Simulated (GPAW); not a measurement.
Runs of GPAW 26.7.0 on Zn. Symmetry: Fm-3m, No. 225, cubic system. The conventional cell has a = 3.930 Å, b = 3.930 Å, c = 3.930 Å, α = 90.00°, β = 90.00°, γ = 90.00°. Zn (site symmetry m-3m) is surrounded by 12 Zn at 2.78 Å. This isn't the form of Zn at room conditions, which is hcp.

```tsv
task	level	potentials or basis	smearing	k mesh for the DOS	dos width	smearing order	gap on the mesh (eV)	pressure (GPa)
single point	RPBE	the program's PAW data sets (release 1.2.1) made for this functional, pw	gaussian 0.1 eV	-	-	-	none	2.7
density of states	revPBE+D4	the program's PAW data sets (release 1.2.1) made for this functional, pw	improved-tetrahedron-method	18 × 18 × 18	0.1 eV	-	none	-4.6
single point	LDA	the program's PAW data sets (release 1.2.1) made for this functional, pw	methfessel-paxton 0.1 eV	-	-	1	none	-8.9
single point	PBEsol	PAW data sets generated in the run's folder for this functional, pw	gaussian 0.1 eV	-	-	-	none	(a)
single point	RPBE	the program's PAW data sets (release 1.2.1) made for this functional, pw	gaussian 0.05 eV	-	-	-	none	2.7
```

Alike in all rows: no spin polarisation; cell as given; k mesh 12 × 12 × 12; cutoff (eV) 600.

Task: Fill in the values left out.

Result: (a) -5.4.

Caveats: pairwise dispersion overbinds metals, which lowers pressure and volume (some runs); this smearing can pin the Fermi level at a band edge (some runs).

A gap of «none» marks a metal or a gap under the smearing width.
